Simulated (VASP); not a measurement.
# MnS (R-3m) in VASP: notebook

Runs on MnS. Level: LDA. Tasks: relaxation of cell and atoms.

Everything below comes from runs of VASP 6.6.1. Logs are shortened: lines on timing, memory, paths and dates and some standing lists are left out, and cuts for length are marked.

### 1 The structure

Symmetry: R-3m, No. 166, trigonal system. Conventional cell: a = 3.660 Å, b = 3.660 Å, c = 8.913 Å, α = 90.00°, β = 90.00°, γ = 120.00°. Around Mn (site symmetry -3m) lie 6 S at 2.58 Å. Around S (site symmetry -3m) lie 6 Mn at 2.58 Å.

The cell is a database's computed one.

### 2 Relaxation of cell and atoms, LDA, collinear spin, ferromagnetic start, target pressure 20 GPa, at which the enthalpy is minimised

File INCAR:

```
SYSTEM = MnS
ALGO = Normal ; EDIFF = 1E-7
EDIFFG = -0.02 ; ENCUT = 600
IBRION = 2 ; ISIF = 3
ISMEAR = -1 ; ISPIN = 2
LASPH = .True. ; LCHARG = .False.
LMAXMIX = 4 ; LORBIT = 11
LREAL = .False. ; LWAVE = .False.
MAGMOM = 4 0 ; NELM = 150
NSW = 40 ; PREC = Accurate
PSTRESS = 200 ; SIGMA = 0.05
```

File KPOINTS:

```
k-points
0
Gamma
  7 7 7
  0 0 0
```

File POSCAR:

```
MnS
1.0
    1.8299960138      1.0565486912      2.9709202777
   -1.8299960138      1.0565486912      2.9709202777
    0.0000000000     -2.1130973823      2.9709202777
Mn S
1 1
Direct
    0.0000000000      0.0000000000      0.0000000000
    0.5000000000      0.5000000000      0.5000000000
```

Potentials or basis: VASP PAW LDA potentials, release 64 (Mn_pv, S).

Command:

```
$ cat potpaw_LDA.64/Mn_pv/POTCAR potpaw_LDA.64/S/POTCAR > POTCAR
$ mpirun -np 1 vasp_std > vasp.out
```

OUTCAR:

```text
SYSTEM = MnS
   EDIFF = 1E-7
   EDIFFG = -0.02
   ENCUT = 600
   IBRION = 2
   ISIF = 3
   ISMEAR = -1
   ISPIN = 2
   LASPH = .True.
   LORBIT = 11
   LREAL = .False.
   NELM = 150
   NSW = 40
   PREC = Accurate
   PSTRESS = 200

 ion  position               nearest neighbor table
   1  0.000  0.000  0.000-   2 2.58   2 2.58   2 2.58   2 2.58   2 2.58   2 2.58
   2  0.500  0.500  0.500-   1 2.58   1 2.58   1 2.58   1 2.58   1 2.58   1 2.58

  LATTYP: Found a trigonal (rhomboedric) cell.
 ALAT       =     3.6457575130
 COS(alpha) =     0.4960879726

  Lattice vectors:

 A1 = (   1.8299960138,   1.0565486912,   2.9709202777)
 A2 = (  -1.8299960138,   1.0565486912,   2.9709202777)
 A3 = (   0.0000000000,  -2.1130973823,   2.9709202777)

Analysis of symmetry for initial positions (statically):
=====================================================================
 Subroutine PRICEL returns:
 Original cell was already a primitive cell.

 Routine SETGRP: Setting up the symmetry group for a
 trigonal (rhombohedral) supercell.

 Subroutine GETGRP returns: Found 12 space group operations
 (whereof 12 operations were pure point group operations)
 out of a pool of 12 trial point group operations.

The static configuration has the point symmetry D_3d.

Analysis of symmetry for dynamics (positions and initial velocities):
=====================================================================
 Subroutine PRICEL returns:
 Original cell was already a primitive cell.

 Routine SETGRP: Setting up the symmetry group for a
 trigonal (rhombohedral) supercell.

 Subroutine GETGRP returns: Found 12 space group operations
 (whereof 12 operations were pure point group operations)
 out of a pool of 12 trial point group operations.

The dynamic configuration has the point symmetry D_3d.

Analysis of structural, dynamic, and magnetic symmetry:
=====================================================================
 Subroutine PRICEL returns:
 Original cell was already a primitive cell.

 Routine SETGRP: Setting up the symmetry group for a
 trigonal (rhombohedral) supercell.

 Subroutine GETGRP returns: Found 12 space group operations
 (whereof 12 operations were pure point group operations)
 out of a pool of 12 trial point group operations.

The overall configuration has the point symmetry D_3d.

 Subroutine INISYM returns: Found 12 space group operations
 (whereof 12 operations are pure point group operations),
 and found     1 'primitive' translations

----------------------------------------------------------------------------------------

                                     Primitive cell

  volume of cell :      34.4653

  direct lattice vectors                    reciprocal lattice vectors
     1.829996014  1.056548691  2.970920278     0.273224639  0.157746319  0.112198680
    -1.829996014  1.056548691  2.970920278    -0.273224639  0.157746319  0.112198680
     0.000000000 -2.113097382  2.970920278     0.000000000 -0.315492638  0.112198680

  length of vectors
     3.645757513  3.645757513  3.645757513     0.334849441  0.334849441  0.334849441

  position of ions in fractional coordinates (direct lattice)
     0.000000000  0.000000000  0.000000000
     0.500000000  0.500000000  0.500000000

  ion indices of the primitive-cell ions
   primitive index   ion index
                 1           1
                 2           2

----------------------------------------------------------------------------------------

 KPOINTS: k-points

Automatic generation of k-mesh.
 Grid dimensions read from file:
 generate k-points for:    7    7    7

 Generating k-lattice:

  Cartesian coordinates                     Fractional coordinates (reciprocal lattice)
     0.039032091  0.022535188  0.016028383     0.142857143 -0.000000000  0.000000000
    -0.039032091  0.022535188  0.016028383    -0.000000000  0.142857143  0.000000000
     0.000000000 -0.045070377  0.016028383     0.000000000  0.000000000  0.142857143

  Length of vectors
     0.047835634  0.047835634  0.047835634

  Shift w.r.t. Gamma in fractional coordinates (k-lattice)
     0.000000000  0.000000000  0.000000000

 Subroutine IBZKPT returns following result:
 ===========================================

 Found     44 irreducible k-points:

 Following reciprocal coordinates:
            Coordinates               Weight
  0.000000  0.000000  0.000000      1.000000
  0.142857 -0.000000 -0.000000      6.000000
  0.285714  0.000000 -0.000000      6.000000
  0.428571  0.000000  0.000000      6.000000
  0.142857  0.142857 -0.000000      6.000000
  0.285714  0.142857 -0.000000     12.000000
[... 16 lines left out ...]
  0.285714  0.285714  0.142857      6.000000
  0.428571  0.285714  0.142857     12.000000
 [... further k-points ...]
   k-points           NKPTS =     44   k-points in BZ     NKDIM =     44   number of bands    NBANDS=     15
   number of dos      NEDOS =    301   number of ions     NIONS =      2
   total plane-waves  NPLWV =  27000
   dimension x,y,z NGX =    30 NGY =   30 NGZ =   30
   dimension x,y,z NGXF=    60 NGYF=   60 NGZF=   60
   ions per type =               1   1
   NGX,Y,Z   is equivalent  to a cutoff of  13.68, 13.68, 13.68 a.u.
   NGXF,Y,Z  is equivalent  to a cutoff of  27.36, 27.36, 27.36 a.u.
 SYSTEM =  MnS
   PREC   = accura    normal or accurate (medium, high low for compatibility)
   ISTART =      0    job   : 0-new  1-cont  2-samecut
   ICHARG =      2    charge: 1-file 2-atom 10-const
   ISPIN  =      2    spin polarized calculation?
   LNONCOLLINEAR =      F non collinear calculations
   LSORBIT =      F    spin-orbit coupling
   LASPH  =      T    aspherical Exc in radial PAW
   ENCUT  =  600.0 eV  44.10 Ry    6.64 a.u.   7.28  7.28  7.28*2*pi/ulx,y,z
   NELM   =    150;   NELMIN=  2; NELMDL= -5     # of ELM steps
   EDIFF  = 0.1E-06   stopping-criterion for ELM
   LREAL  =      F    real-space projection
   EDIFFG = -.2E-01   stopping-criterion for IOM
   NSW    =     40    number of steps for IOM
   IBRION =      2    ionic relax: 0-MD 1-quasi-New 2-CG
   NFREE  =      1    steps in history (QN), initial steepest desc. (CG)
   ISIF   =      3    stress and relaxation
   ISYM   =      2    0-nonsym 1-usesym 2-fastsym
   POTIM  = 0.5000    time-step for ionic-motion
   TEBEG  =    0.0;   TEEND  =   0.0 temperature during run
   PSTRESS=  200.0 pullay stress
   NELECT =      19.0000    total number of electrons
   NUPDOWN=      -1.0000    fix difference up-down
   EMIN   =  10.00;   EMAX   =-10.00  energy-range for DOS
   EFERMI =   0.00;   METHOD = LEGACY
   ISMEAR =    -1;   SIGMA  =   0.05  broadening in eV -4-tet -1-fermi 0-gaus
   EFERMI_NEDOS =   21; number of points for ismear=-14 and -15
   IALGO  =     38    algorithm
   IMIX   =      4    mixing-type and parameters
     AMIX     =   0.40;   BMIX     =  1.00
     AMIX_MAG =   1.60;   BMIX_MAG =  1.00
  volume/ion in A,a.u.               =      17.23       116.29
  Fermi-wavevector in a.u.,A,eV,Ry     =   1.342349  2.536672 24.516344  1.801900
  Thomas-Fermi vector in A             =   2.470510
   LORBIT       =     11    0 simple, 1 ext, 2 COOP (PROOUT), +10 PAW based schemes
   GGA     = CA    functional components
   LHFCALC =     F    Hartree Fock is set to
   AEXX    =    0.0000 exact exchange contribution
   IVDW    =     0    specifies the selected vdW correction
   LEPSILON=     F    determine dielectric tensor
   LRPA    =     F    only Hartree local field effects (RPA)
 conjugate gradient relaxation of ions
 spin polarized calculation
  energy-cutoff  :      600.00
  volume of cell :       34.47
 maximum number of plane-waves:      1173
 NGX is ok and might be reduce to    30
   NGX = 15   NGY = 15   NGZ = 15

--------------------------------------- Ionic step        1  -------------------------------------------

 number of electron      19.0000011 magnetization       4.4669873

 Free energy of the ion-electron system (eV)
  ---------------------------------------------------
  ext. energy  EPLUGINS =         0.00000000
  ---------------------------------------------------
  free energy    TOTEN  =       -15.05023240 eV

  energy without entropy =      -15.03927814  energy(sigma->0) =      -15.04475527

 E-fermi :   6.5724     XC(G=0): -11.0998

 val. band max:        6.5471497021   @ k =  -0.1429   0.1429   0.0000
 cond. band min:       6.5986044414   @ k =   0.0000   0.0000   0.0000
 fundamental gap:      0.0514547393
 Fermi energy:         6.5723880988

 spin component 1

 k-point     1 :       0.0000    0.0000    0.0000
  band No.  band energies     occupation
      1     -43.2895      1.00000
      2     -43.2895      1.00000
      3     -43.2894      1.00000
      4      -8.0205      1.00000
      5       3.5393      1.00000
      6       3.5393      1.00000
      7       3.5545      1.00000
      8       3.6160      1.00000
      9       3.6160      1.00000
     10       4.7575      1.00000
     11       4.7575      1.00000
     12       4.8064      1.00000
     13       8.5562      0.00000
     14      15.3432      0.00000
     15      15.3437      0.00000
[... 1107 lines left out ...]
  FREE ENERGIE OF THE ION-ELECTRON SYSTEM (eV)
  ---------------------------------------------------
  free  energy   TOTEN  =       -15.1630998661 eV

  energy  without entropy=      -15.1477820868  energy(sigma->0) =      -15.15544098

  enthalpy is  TOTEN    =       -12.2747279943 eV   P V=        2.8883718718

--------------------------------------- Ionic step        8  -------------------------------------------

 number of electron      19.0000001 magnetization      -2.3987262

 Free energy of the ion-electron system (eV)
  ---------------------------------------------------
  ext. energy  EPLUGINS =         0.00000000
  ---------------------------------------------------
  free energy    TOTEN  =       -15.16097528 eV

  energy without entropy =      -15.14575896  energy(sigma->0) =      -15.15336712

 E-fermi :  11.6260     XC(G=0): -13.1842

 val. band max:       11.5620481974   @ k =   0.4286   0.1429   0.1429
 cond. band min:      11.6775615294   @ k =  -0.4286   0.4286   0.2857
 fundamental gap:      0.1155133320
 Fermi energy:        11.6259662298

 spin component 1

 k-point     1 :       0.0000    0.0000    0.0000
  band No.  band energies     occupation
      1     -35.0478      1.00000
      2     -35.0478      1.00000
      3     -35.0446      1.00000
      4      -5.6055      1.00000
      5      10.0291      1.00000
      6      10.0291      1.00000
      7      10.0632      1.00000
      8      10.1810      1.00000
      9      10.1810      1.00000
     10      10.2064      1.00000
     11      10.2815      1.00000
     12      10.2815      1.00000
     13      18.5516      0.00000
     14      22.9590      0.00000
     15      22.9590      0.00000
[... 872 lines left out ...]
 POSITION                                       TOTAL-FORCE (eV/Angst)
 -----------------------------------------------------------------------------------
     -0.00000     -0.00000      0.00000         0.000000     -0.000000      0.000000
     -0.00000      0.00000      3.90859        -0.000000      0.000000      0.000000
 -----------------------------------------------------------------------------------
    total drift:                                0.000000      0.000000      0.000000

  FREE ENERGIE OF THE ION-ELECTRON SYSTEM (eV)
  ---------------------------------------------------
  free  energy   TOTEN  =       -15.1609752794 eV

  energy  without entropy=      -15.1457589642  energy(sigma->0) =      -15.15336712

  enthalpy is  TOTEN    =       -12.2747366011 eV   P V=        2.8862386783

 reached required accuracy - stopping structural energy minimisation

 total charge

# of ion       s       p       d       tot
------------------------------------------
    1        0.320   6.327   5.368  12.015
    2        1.316   2.476   0.000   3.792
--------------------------------------------------
tot          1.636   8.803   5.368  15.806

 magnetization (x)

# of ion       s       p       d       tot
------------------------------------------
    1       -0.044  -0.025  -2.172  -2.241
    2       -0.008  -0.050   0.000  -0.057
--------------------------------------------------
tot         -0.052  -0.074  -2.172  -2.299
```

It took 3.4 min on 1 thread of AMD EPYC 9R45 (Zen 5), shared host; peak memory 0.17 GiB.

What came out:

```
Free energy                                            : -15.1610 eV
Relaxed volume                                         : 11.56 Å³/atom
Relaxed cell                                           : a = 3.195 Å, b = 3.195 Å, c = 3.195 Å, α = 60.13°, β = 60.13°, γ = 60.13°
Space group after relaxing (to 0.05 Å)                 : Fm-3m (No. 225)
Energy change on relaxing (the enthalpy is what falls) : -55.4 meV/atom
Ionic steps                                            : 8
Pressure after relaxing                                : 19.9 GPa
Band gap on the k mesh                                 : none (metal or under the smearing width)
Net moment                                             : -2.40 μB per cell
Site moments                                           : Mn -2.24; S -0.06 μB
Valence electrons inside the program's atomic spheres  : Mn 12.02; S 3.79
```

Stress tensor (GPa, compression positive):
```
19.83  0.00  0.00
 0.00 19.83  0.00
 0.00  0.00 20.09
```

Step by step:
| step | energy change (eV) | largest force (eV/Å) | pressure (GPa) | volume (Å³) |
| --- | --- | --- | --- | --- |
| 1 | 0.0000 | 0.0000 | -11.25 | 34.47 |
| 2 | 0.5330 | 0.0000 | 58.06 | 20.27 |
| 3 | -0.1512 | 0.0000 | 18.14 | 23.47 |
| 4 | -0.1293 | 0.0000 | 18.72 | 23.28 |
| 5 | -0.0800 | 0.0000 | 22.04 | 22.89 |
| 6 | -0.1057 | 0.0000 | 20.25 | 23.08 |
| 7 | -0.1129 | 0.0000 | 19.78 | 23.14 |
| 8 | -0.1107 | 0.0000 | 19.92 | 23.12 |

Final structure:
```yaml
crystal:
  lattice:
    - [1.60047, 0.92403, 2.60573]
    - [-1.60047, 0.92403, 2.60573]
    - [0.00000, -1.84806, 2.60573]
  atoms:
    - { symbol: Mn, position: [0.00000, 0.00000, 0.00000] }
    - { symbol: S, position: [0.50000, 0.50000, 0.50000] }
```

Levels at points of the mesh, in eV from the Fermi level:
Spin up:
| k point | band 5 | band 6 | band 7 | band 8 | band 9 | band 10 | band 11 | band 12 |
| --- | --- | --- | --- | --- | --- | --- | --- | --- |
| (0.00, 0.00, 0.00) | -1.60 | -1.60 | -1.56 | -1.44 | -1.44 | -1.42 | -1.34 | -1.34 |
Spin down:
```tsv
k point	band 9	band 10	band 11	band 12	band 13	band 14
(0.00, 0.00, 0.00)	-2.79	-1.78	-1.78	-1.74	6.56	10.52
```

Caveat: the cell is relaxed towards a set pressure, so the enthalpy falls and the energy may rise; the volume moved by over 15 % at a fixed basis, so the end points are rough; a cell with one magnetic atom can't hold antiferromagnetic order, which such compounds often take; semilocal functionals often make such compounds metallic where correlation or magnetic order opens a gap, which also shifts bond lengths. With open d or f shells a metallic result of LDA can be an artefact of self-interaction; +U or a hybrid may open a gap.

### 3 Relaxation of cell and atoms, LDA, collinear spin, ferromagnetic start, target pressure 30 GPa, at which the enthalpy is minimised

INCAR, as its differences from that of step 2:

```diff
@@ -10,2 +10,2 @@
 NSW = 40 ; PREC = Accurate
-PSTRESS = 200 ; SIGMA = 0.05
+PSTRESS = 300 ; SIGMA = 0.05
```

KPOINTS is that of step 2.

POSCAR is that of step 2.

Potentials or basis: VASP PAW LDA potentials, release 64 (Mn_pv, S).

Command:

```
$ cat potpaw_LDA.64/Mn_pv/POTCAR potpaw_LDA.64/S/POTCAR > POTCAR
$ mpirun -np 1 vasp_std > vasp.out
```

It took 2.4 min on 1 thread of AMD EPYC 9R45 (Zen 5), shared host; peak memory 0.17 GiB.

It converged, with:

* Free energy: -15.0033 eV
* Relaxed volume: 11.05 Å³/atom
* Relaxed cell: a = 3.146 Å, b = 3.146 Å, c = 3.146 Å, α = 60.18°, β = 60.18°, γ = 60.18°
* Space group after relaxing (to 0.05 Å): Fm-3m (No. 225)
* Energy change on relaxing (the enthalpy is what falls): +23.5 meV/atom
* Ionic steps: 5
* Pressure after relaxing: 29.8 GPa
* Band gap on the k mesh: none (metal or under the smearing width)
* Net moment: 2.14 μB per cell
* Site moments: Mn +2.01; S +0.05 μB
* Valence electrons inside the program's atomic spheres: Mn 12.12; S 3.81

Stress tensor (GPa, compression positive):
```
29.74  0.00  0.00
 0.00 29.74  0.00
 0.00  0.00 29.96
```

Step by step:
| step | energy change (eV) | largest force (eV/Å) | pressure (GPa) | volume (Å³) |
| --- | --- | --- | --- | --- |
| 1 | 0.0000 | 0.0000 | -11.25 | 34.47 |
| 2 | 2.7313 | 0.0000 | 157.70 | 16.73 |
| 3 | -0.0629 | 0.0000 | 23.23 | 22.77 |
| 4 | 0.0079 | 0.0000 | 27.68 | 22.32 |
| 5 | 0.0469 | 0.0000 | 29.81 | 22.10 |

Final structure:
```cif
data_structure
_symmetry_space_group_name_H-M 'P 1'
_symmetry_Int_Tables_number 1
_cell_length_a 3.1458
_cell_length_b 3.1458
_cell_length_c 3.1458
_cell_angle_alpha 60.182
_cell_angle_beta 60.182
_cell_angle_gamma 60.182
_cell_volume 22.10
loop_
_atom_site_label
_atom_site_type_symbol
_atom_site_fract_x
_atom_site_fract_y
_atom_site_fract_z
_atom_site_occupancy
Mn1 Mn 0.00000 0.00000 0.00000 1
S1 S 0.50000 0.50000 0.50000 1
```

Levels at points of the mesh, in eV from the Fermi level:
Spin up:
| k point | band 7 | band 8 | band 9 | band 10 | band 11 | band 12 | band 13 | band 14 |
| --- | --- | --- | --- | --- | --- | --- | --- | --- |
| (0.00, 0.00, 0.00) | -3.16 | -2.87 | -2.87 | -1.79 | -1.79 | -1.74 | 7.18 | 10.71 |
Spin down:
```csv
k point,band 5,band 6,band 7,band 8,band 9,band 10,band 11,band 12,band 13,band 14
"(0.00, 0.00, 0.00)",-1.73,-1.73,-1.70,-1.63,-1.63,-1.63,-1.63,-1.58,7.50,11.48
```

Caveat: the cell is relaxed towards a set pressure, so the enthalpy falls and the energy may rise; the volume moved by over 15 % at a fixed basis, so the end points are rough; a cell with one magnetic atom can't hold antiferromagnetic order, which such compounds often take; semilocal functionals often make such compounds metallic where correlation or magnetic order opens a gap, which also shifts bond lengths.

### 4 The reference run

An earlier run on the cell as given: functional PBE; potentials or basis VASP PAW PBE potentials, release 64 (Mn_pv, S); cutoff 520 eV; k mesh 9 × 9 × 9; occupations fermi-dirac, width 0.05 eV; collinear spin, ferromagnetic start; starting moments [4.0, 0.0] μB.

- Pressure: -1.6 GPa
- Band gap on the k mesh: none (metal or under the smearing width)
- Net moment: 4.66 μB per cell
- Site moments: Mn +4.22; S +0.10 μB
- Valence electrons inside the program's atomic spheres: Mn 11.33; S 3.73

### 5 Summary

| task | level | potentials or basis | cell | k mesh | cutoff (eV) | target pressure | gap on the mesh (eV) | pressure (GPa) | moment (μB) |
| --- | --- | --- | --- | --- | --- | --- | --- | --- | --- |
| relaxation of cell and atoms | LDA | VASP PAW LDA potentials, release 64 (Mn_pv, S) | relaxed to 20 GPa | 7 × 7 × 7 | 600 | 20 GPa | none | 19.9 | 2.40 |
| relaxation of cell and atoms | LDA | VASP PAW LDA potentials, release 64 (Mn_pv, S) | relaxed to 30 GPa | 7 × 7 × 7 | 600 | 30 GPa | none | 29.8 | 2.14 |
| single point | PBE | VASP PAW PBE potentials, release 64 (Mn_pv, S) | as given | 9 × 9 × 9 | 520 | - | none | -1.6 | 4.66 |

Alike in all rows: spin collinear, ferromagnetic start; smearing fermi-dirac 0.05 eV.

Caveats: a cell with one magnetic atom can't hold antiferromagnetic order, which such compounds often take; semilocal functionals often make such compounds metallic where correlation or magnetic order opens a gap, which also shifts bond lengths; the cell is relaxed towards a set pressure, so the enthalpy falls and the energy may rise (some runs); the volume moved by over 15 % at a fixed basis, so the end points are rough (some runs).

Absolute energies hang on the potentials; compare differences alone.
